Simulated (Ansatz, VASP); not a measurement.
GaN: VASP beside Ansatz

```xyz
2
Lattice="0.0000 1.9925 1.9925 1.9925 0.0000 1.9925 1.9925 1.9925 0.0000" Properties=species:S:1:pos:R:3 pbc="T T T"
Ga    1.9925    1.9925    1.9925
N     0.0000    0.0000    0.0000
```

Alike in both runs: task electric field gradients; functional PBE; k mesh 18 × 18 × 18; occupations fermi-dirac, width 0.02 eV; no spin polarisation.

|  | VASP | Ansatz |
| --- | --- | --- |
| version | VASP 6.6.1 | Ansatz 0.2.0 |
| potentials or method | VASP PAW PBE potentials, release 64 (Ga_d, N) | PAW with Ansatz's default frozen-core files, scalar-relativistic |
| plane-wave cutoff (eV) | 520 | 420 |
| valence electrons in the cell | 18 | 18 |

|  | VASP | Ansatz | Ansatz less VASP |
| --- | --- | --- | --- |
| gap on the k mesh at the Fermi level (eV) | 1.81 | 1.82 | +0.013 |
| Vzz of the field gradient on the site that differs most (V/Å²) | 0.0 | 0.0 | 0.00 |

With one functional, cell and mesh, what is left measures potentials, basis and numerics.

 A k mesh can miss the band edges. Expect the measured gap to be larger: semilocal functionals such as PBE lack the derivative discontinuity.
